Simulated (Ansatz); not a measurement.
The system is KBr.

```xyz
2
Lattice="0.0000 3.3000 3.3000 3.3000 0.0000 3.3000 3.3000 3.3000 0.0000" Properties=species:S:1:pos:R:3 pbc="T T T"
Br    3.3000    3.3000    3.3000
K     0.0000    0.0000    0.0000
```

Base run:

| Item | Value |
| --- | --- |
| Program | Ansatz 0.2.0 |
| Functional | r2SCANh |
| Potentials or basis | Ansatz PAW |
| Cutoff | 500 eV (not typed: the program's choice for these potentials) |
| k mesh | 4 × 4 × 4 |
| Occupations | fermi-dirac, width 0.05 eV |
| Spin | no spin polarisation |

Its results: band gap on the k mesh 5.70 eV, direct; pressure 0.0 GPa.

Q: The run is repeated on the same cell with these changes: functional from r2SCANh to r2SCAN0. What comes out?

A: Band gap on the k mesh 6.65 eV, direct; pressure 0.0 GPa.

Caveats: the PAW data sets come from PBE, with cores solved anew for the run's functional, which leaves a small shift of forces and pressure; the thresholds are loose for stress.
